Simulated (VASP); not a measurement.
Runs of VASP 6.6.1 on KBr. The structure is cubic, space group Fm-3m (No. 225). Conventional cell: a = 6.600 Å, b = 6.600 Å, c = 6.600 Å, α = 90.00°, β = 90.00°, γ = 90.00°. Br (site symmetry m-3m) is surrounded by 6 K at 3.30 Å. Around K (site symmetry m-3m) lie 6 Br at 3.30 Å. 

| level | potentials or basis | gap on the mesh (eV) |
| --- | --- | --- |
| PBE | VASP PAW PBE potentials, release 64 (Br, K_sv) | (a) |
| r2SCAN | VASP PAW PBE potentials, release 64 (Br, K_sv) | 5.08 |
| PBEsol | VASP PAW PBE potentials, release 64 (Br, K_sv) | 4.28 |
| LDA | VASP PAW LDA potentials, release 64 (Br, K_sv) | 4.04 |

Alike in all rows: task band structure; no spin polarisation; cell as given; k mesh 8 × 8 × 8; cutoff (eV) 520; smearing gaussian 0.02 eV.

Problem. Estimate the missing entries.

Solution. (a) 4.43.

A k mesh can miss the band edges, and the runs leave out spin-orbit coupling on Br.
